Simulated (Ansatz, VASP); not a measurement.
# Hf in VASP and in Ansatz

```xyz
1
Lattice="0.0000 2.2200 2.2200 2.2200 0.0000 2.2200 2.2200 2.2200 0.0000" Properties=species:S:1:pos:R:3 pbc="T T T"
Hf    0.0000    0.0000    0.0000
```

This isn't the form of Hf at room conditions, which is hcp.

Alike in both runs: functional LDA; k mesh 10 × 10 × 10; occupations fermi-dirac, width 0.05 eV; no spin polarisation.

|  | VASP | Ansatz |
| --- | --- | --- |
| version | VASP 6.6.1 | Ansatz 0.2.0 |
| potentials or method | VASP PAW LDA potentials, release 64 (Hf_pv) | Ansatz PAW |
| plane-wave cutoff (eV) | 520 | 420 |
| valence electrons in the cell | 10 | 26 |
| task | single point | band structure |

|  | VASP | Ansatz | Ansatz less VASP |
| --- | --- | --- | --- |
| gap on the k mesh at the Fermi level (eV) | none | none | - |
| pressure (GPa) | -5.7 | -5.7 | -0.01 |

A gap of «none» marks a metal or a gap that the smearing closes. The two sets of potentials don't hold the same shells in valence.

Caveats: spin-orbit coupling is left out, which moves the levels of the heavy elements (Ansatz); the PAW data sets come from PBE, with cores solved anew for the run's functional, which leaves a small shift of forces and pressure (Ansatz). The runs have no spin-orbit coupling, so splittings on Hf are missing.
